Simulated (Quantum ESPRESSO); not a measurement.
CuAu: phonons with PBE

Crystal: CuAu.

```
Au Cu
1.0
     2.81075    0.00000    0.00000
     0.00000    2.81075    0.00000
     0.00000    0.00000    3.68500
Au Cu
1 1
Cartesian
  0.0000 0.0000 0.0000
  1.4054 1.4054 1.8425
```

| Quantity | Value |
| --- | --- |
| Program | Quantum ESPRESSO 7.5 |
| Task | phonons |
| Functional | PBE |
| Potentials or basis | SSSP 1.3 efficiency PBE |
| Cutoff | 816 eV |
| Density cutoff | 5987 eV |
| k mesh | 9 × 9 × 7 |
| Occupations | gaussian, width 0.272 eV |
| Spin | no spin polarisation |
| Mixing beta | 0.5 |
| Most SCF iterations | 120 |
| SCF threshold | 4e-10 Ry |

| Item | Value |
| --- | --- |
| Relaxed volume | 14.94 Å³/atom |
| Relaxed cell | a = 2.836 Å, b = 2.836 Å, c = 3.715 Å, α = 90.00°, β = 90.00°, γ = 90.00° |
| Space group after relaxing (to 0.05 Å) | P4/mmm (No. 123) |
| Pressure after relaxing | 0.0 GPa |
| Band gap on the k mesh | none (metal or under the smearing width) |
| Highest phonon frequency at Γ | 186 cm⁻¹ |

Step by step:
```tsv
step	energy change (eV)	largest force (eV/Å)	pressure (GPa)	volume (Å³)
1	0.0000	0.0000	4.03	29.11
2	-0.0090	0.0000	0.80	29.72
3	-0.0094	0.0000	0.05	29.87
4	-0.0094	0.0000	0.00	29.88
```

Final structure:
```
Au Cu
1.0
     2.83583    0.00000    0.00000
     0.00000    2.83583    0.00000
     0.00000    0.00000    3.71542
Au Cu
1 1
Direct
  0.00000 0.00000 0.00000
  0.50000 0.50000 0.50000
```

Levels at points of the mesh, in eV from the Fermi level:
```csv
k point,band 12,band 13,band 14,band 15,band 16,band 17,band 18,band 19
"(0.00, 0.00, 0.00)",-2.07,-1.64,-1.43,-1.43,2.12,7.78,9.90,9.90
```

Phonon frequencies in cm⁻¹ (negative: imaginary):
| q point | frequencies |
| --- | --- |
| (0.000, 0.000, 0.000) | -2 -2 2 132 132 186 |

Optical modes at Γ, degenerate ones joined:
```csv
cm⁻¹,components,symmetry,active in
132,2,Eu,IR
186,1,A2u,IR
```

It took 18 min on 1 thread of Intel(R) Xeon(R) Platinum 8259CL CPU @ 2.50GHz (Skylake/Cascade Lake), on a shared host, peak memory 0.21 GiB.

Caveat: the mesh is thin for the phonons of a metal. Spin-orbit coupling is left out, which matters for the levels of Au.
